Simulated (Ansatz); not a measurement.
# Ir under changes of volume

One of the cells (14.627 Å³/atom); the others are scaled copies at fixed shape and fractional positions:

```
Ir
1.0
     2.75138    0.00000    0.00000
    -1.37569    2.38276    0.00000
     0.00000    0.00000    4.46229
Ir
2
Direct
  0.33333 0.66667 0.25000
  0.66667 0.33333 0.75000
```

This isn't the form of Ir at room conditions, which is fcc.

| Item | Value |
| --- | --- |
| Program | Ansatz 0.2.0 |
| Functional | PBEsol |
| Potentials or basis | all-electron LAPW, scalar-relativistic |
| Cutoff | 277 eV (chosen from the basis error) |
| Basis error allowed | 0.001 eV/atom |
| k mesh | 11 × 11 × 6 |
| Occupations | fermi-dirac, width 0.05 eV |
| Spin | no spin polarisation |

| volume (Å³/atom) | energy over the lowest point (meV/atom) | pressure (GPa) |
| --- | --- | --- |
| 13.749 | 11.44 | 10.8 |
| 14.042 | 0.00 | 2.1 |
| 14.335 | 3.53 | -5.6 |
| 14.627 | ? | ? |
| 14.920 | 48.66 | -18.4 |
| 15.212 | 87.30 | -23.6 |
| 15.505 | 134.95 | -28.2 |

Question: What does the run at 14.627 Å³/atom give?

Answer: Energy over the lowest point 20.28 meV/atom; pressure -12.4 GPa.

Worked out: A Birch-Murnaghan fit of order 3 (a polynomial in V^(-2/3)) to the other rows has its minimum at 14.11 Å³/atom with B0 = V·E''(V) = 383 GPa and B' = 5.1 at fixed shape and positions, which overstates the stiffness. It gives 20.26 meV/atom at 14.627 Å³/atom, against the run's 20.28, and -dE/dV = -12.5 GPa, against -12.4.

Energies are extrapolated to zero smearing.
